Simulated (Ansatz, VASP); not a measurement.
Rh in VASP and in Ansatz

Contents of INCAR:

```
SYSTEM = Rh
  PREC = Accurate
  ENCUT = 600
  EDIFF = 1E-7
  ISMEAR = -1
  SIGMA = 0.1
  LREAL = .False.
  LASPH = .True.
  NELM = 100
  ALGO = Normal
  ISIF = 3
  LWAVE = .False.
  LCHARG = .False.
  GGA = PE
  IBRION = 2
  NSW = 60
  EDIFFG = -0.005
```

The input KPOINTS:

```
Automatic mesh
0
Gamma
  17 17 17
  0 0 0
```

The input POSCAR:

```
Rh
1.0
   -1.5200998318      1.5200998318      1.5200998318
    1.5200998318     -1.5200998318      1.5200998318
    1.5200998318      1.5200998318     -1.5200998318
Rh
1
Direct
    0.0000000000      0.0000000000      0.0000000000
```

Input for Ansatz:

```yaml
crystal:
  lattice:
    - [-1.5200998318, 1.5200998318, 1.5200998318]
    - [1.5200998318, -1.5200998318, 1.5200998318]
    - [1.5200998318, 1.5200998318, -1.5200998318]
  atoms:
    - { symbol: Rh, position: [0.0, 0.0, 0.0] }
kpoints:
  mp_grid: { grid: [17, 17, 17] }
scf:
  occupations: { method: fermi_dirac, width: 0.1 }
hamiltonian:
  xc: pbe
  pseudopotentials: { kind: paw }
output:
  forces: true
  stress: true
  write_density: true
  write_potential: true
  elf: true
  volumetric_format: npy
relax:
  f_tol: 0.005
  max_steps: 40
  cell: {}
```

Alike in both runs: task relaxation of cell and atoms; functional PBE; k mesh 17 × 17 × 17; occupations fermi-dirac, width 0.1 eV; no spin polarisation.

|  | VASP | Ansatz |
| --- | --- | --- |
| version | VASP 6.6.1 | Ansatz 0.2.0 |
| potentials or method | VASP PAW PBE potentials, release 64 (Rh_pv) | PAW with Ansatz's default frozen-core files, scalar-relativistic |
| plane-wave cutoff (eV) | 600 | 420 |
| valence electrons in the cell | 15 | 17 |

```tsv
	VASP	Ansatz	Ansatz less VASP
relaxed volume (Å³/atom)	14.49	14.49	+0.006
relaxed cell length with the largest relative difference (Å)	2.660	2.660	+0.0004
energy change over the relaxation (meV/atom)	-10	-10	-0.3
```

The two sets of potentials don't hold the same shells in valence.
